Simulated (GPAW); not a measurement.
Runs of GPAW 26.7.0 on SnO2 (Cassiterite). Symmetry: P4_2/mnm, No. 136, tetragonal system. Conventional cell: a = 4.738 Å, b = 4.738 Å, c = 3.187 Å, α = 90.00°, β = 90.00°, γ = 90.00°. Sn (site symmetry mmm) has 6 O at 2.05 to 2.06 Å as nearest neighbours. O (site symmetry m2m) has 3 Sn at 2.05 to 2.06 Å as nearest neighbours. 

```csv
task,level,potentials or basis,k mesh,smearing,band path,band points,data set,gap on the mesh (eV),pressure (GPa),largest force (eV/Å)
single point,LDA,"the program's PAW data sets (release 1.2.1) made for this functional, pw",6 × 6 × 8,gaussian 0.1 eV,-,-,-,1.16,-2.8,(b)
single point,TB-mBJ,"GPAW PAW data sets for LDA (gpaw-data 1.2.1), pw",4 × 4 × 6,fermi-dirac 0.05 eV,-,-,-,(c),-,-
band structure,PBE,"JTH PAW 2.0, PBE, pw",6 × 6 × 8,fermi-dirac 0.05 eV,"GXMGZRAZ,XR,MA",60,"O jth, Sn jth",1.28,(a),0.26
single point,PBE,"GPAW PAW data sets (gpaw-data 1.2.1), pw",6 × 6 × 8,gaussian 0.05 eV,-,-,-,1.31,9.6,0.25
```

Alike in all rows: no spin polarisation; cell as given; cutoff (eV) 800.

Estimate the missing entries.

(a) 9.5; (b) 0.12; (c) 3.16.

Caveats: spin-orbit coupling is left out, which moves the levels of the heavy elements; a model potential gives levels but no total energy (some runs); the PAW data sets were made with another functional, which shifts forces and pressure a little (some runs); the program truncates these outside data sets (some runs).

A k mesh can miss the band edges, and the runs leave out spin-orbit coupling on Sn.
